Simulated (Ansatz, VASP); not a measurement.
# Two plane-wave programs on NaF

File POSCAR:

```
NaF
1.0
    0.0000000000      2.3592948000      2.3592948000
    2.3592948000      0.0000000000      2.3592948000
    2.3592948000      2.3592948000      0.0000000000
Na F
1 1
Direct
    0.0000000000      0.0000000000      0.0000000000
    0.5000000000      0.5000000000      0.5000000000
```

File INCAR.step1:

```
SYSTEM = NaF
  ALGO = Normal
  EDIFF = 1E-4
  ENCUT = 520
  GGA = PE
  ISMEAR = -1
  LASPH = .TRUE.
  LCHARG = .FALSE.
  LREAL = .FALSE.
  LWAVE = .TRUE.
  NBANDS = 14
  NELM = 80
  PREC = Accurate
  SIGMA = 0.1
```

File INCAR.step2:

```
SYSTEM = NaF
  ALGO = Normal
  EDIFF = 1E-6
  ENCUT = 520
  ISIF = 2
  ISMEAR = -1
  ISTART = 1
  LASPH = .TRUE.
  LCHARG = .FALSE.
  LMIXTAU = .TRUE.
  LREAL = .FALSE.
  LWAVE = .FALSE.
  METAGGA = R2SCAN
  NBANDS = 14
  NELM = 80
  PREC = Accurate
  SIGMA = 0.1
```

KPOINTS

```
k-points
0
G
  9 9 9
  0 0 0
```

Input for Ansatz:

```yaml
crystal:
  lattice:
    - [0.0, 2.3592948, 2.3592948]
    - [2.3592948, 0.0, 2.3592948]
    - [2.3592948, 2.3592948, 0.0]
  atoms:
    - { symbol: Na, position: [0.0, 0.0, 0.0] }
    - { symbol: F, position: [0.5, 0.5, 0.5] }
  symmetry: { tolerance: 0.0003 }
kpoints:
  mp_grid: { grid: [9, 9, 9], shift: [0, 0, 0] }
  band_path:
    path:
      - [0.0, 0.0, 0.0]
      - [0.5, 0.0, 0.5]
      - [0.625, 0.25, 0.625]
      - [0.375, 0.375, 0.75]
      - [0.0, 0.0, 0.0]
      - [0.5, 0.5, 0.5]
      - [0.5, 0.25, 0.75]
      - [0.5, 0.0, 0.5]
    npoints: 20
magnetization:
  spin_polarized: false
scf:
  occupations: { method: fermi_dirac }
  lower_state_search: "off"
  max_iter: 200
hamiltonian:
  pseudopotentials: { kind: paw }
  xc: r2scan
basis:
  ecutwfc: 500
  fft_grid_basis: typed
output:
  forces: true
  stress: true
  eigenvalues: true
  bader: true
  populations: true
  elf: true
  write_potential: true
  volumetric_format: npy
  dos:
    e_range: [-12, 8]
    de: 0.05
    projected: { site_lists: { F: [F], Na: [Na] } }
  write_density: true
checkpoint:
  read: saved_state
```

Alike in both runs: task single point; functional r2SCAN; k mesh 9 × 9 × 9; no spin polarisation.

|  | VASP | Ansatz |
| --- | --- | --- |
| version | VASP 6.6.1 | Ansatz 0.2.0 |
| potentials or method | VASP PAW PBE potentials, release 64 (Na_pv, F) | PAW plane waves |
| plane-wave cutoff (eV) | 520 | 500 |
| occupations | fermi-dirac, width 0.1 eV | fermi-dirac |
| valence electrons in the cell | 14 | 16 |

```tsv
	VASP	Ansatz	Ansatz less VASP
gap on the k mesh at the Fermi level (eV)	6.87	6.84	-0.035
pressure (GPa)	-4.1	-3.6	+0.48
```

The two sets of potentials don't hold the same shells in valence.

Caveats: the PAW data sets were made with another functional, which shifts forces and pressure a little (VASP); an odd mesh through Γ misses points on the zone boundary, where band edges often lie. r2SCAN opens gaps a little over a GGA but as a rule still falls short of measured ones.
